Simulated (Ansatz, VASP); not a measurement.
One calculation of BeTe, two programs

The input INCAR:

```
SYSTEM = BeTe
PREC = Accurate ; ENCUT = 600
EDIFF = 1E-6 ; ISMEAR = 0
SIGMA = 0.02 ; LREAL = .False.
LASPH = .True. ; NELM = 60
ALGO = Normal ; ISIF = 3
LWAVE = .False. ; LCHARG = .False.
GGA = PS ; IBRION = 2
NSW = 70 ; EDIFFG = -0.005
```

File KPOINTS:

```
Automatic mesh
0
Gamma
  8 8 8
  0 0 0
```

Contents of POSCAR:

```
BeTe
1.0
    0.0000000000      2.8318743937      2.8318743937
    2.8318743937      0.0000000000      2.8318743937
    2.8318743937      2.8318743937      0.0000000000
Be Te
1 1
Direct
    0.0000000000      0.0000000000      0.0000000000
    0.2500000000      0.2500000000      0.2500000000
```

Input for Ansatz:

```yaml
crystal:
  lattice:
    - [0.0, 2.8318743937, 2.8318743937]
    - [2.8318743937, 0.0, 2.8318743937]
    - [2.8318743937, 2.8318743937, 0.0]
  atoms:
    - { symbol: Be, position: [0.0, 0.0, 0.0] }
    - { symbol: Te, position: [0.25, 0.25, 0.25] }
basis:
  ecutwfc: 420
kpoints:
  mp_grid: { grid: [8, 8, 8] }
hamiltonian:
  xc: pbesol
scf:
  occupations: { method: gaussian, width: 0.02 }
output:
  forces: true
  stress: true
  eigenvalues: true
relax:
  adjacent_minimum: "off"
  f_tol: 0.005
  max_steps: 50
  cell: { stress_tol: 0.05 }
```

Alike in both runs: task relaxation of cell and atoms; functional PBEsol; k mesh 8 × 8 × 8; occupations gaussian, width 0.02 eV; no spin polarisation.

|  | VASP | Ansatz |
| --- | --- | --- |
| version | VASP 6.6.1 | Ansatz 0.2.0 |
| potentials or method | VASP PAW PBE potentials, release 64 (Be, Te) | scalar-relativistic, plane waves, PAW |
| plane-wave cutoff (eV) | 600 | 420 |
| valence electrons in the cell | 8 | 18 |

|  | VASP | Ansatz | Ansatz less VASP |
| --- | --- | --- | --- |
| gap on the k mesh at the Fermi level, each at its own relaxed structure (eV) | 1.83 | 1.84 | +0.010 |
| relaxed volume (Å³/atom) | 22.10 | 22.02 | -0.074 |
| relaxed cell length with the largest relative difference (Å) | 3.968 | 3.964 | -0.0044 |
| energy change over the relaxation (meV/atom) | -3 | -4 | -0.9 |

The two sets of potentials don't hold the same shells in valence.

Caveats: the PAW data sets were made with another functional, which shifts forces and pressure a little (VASP); spin-orbit coupling is left out, which moves the levels of the heavy elements. A k mesh can miss the band edges.
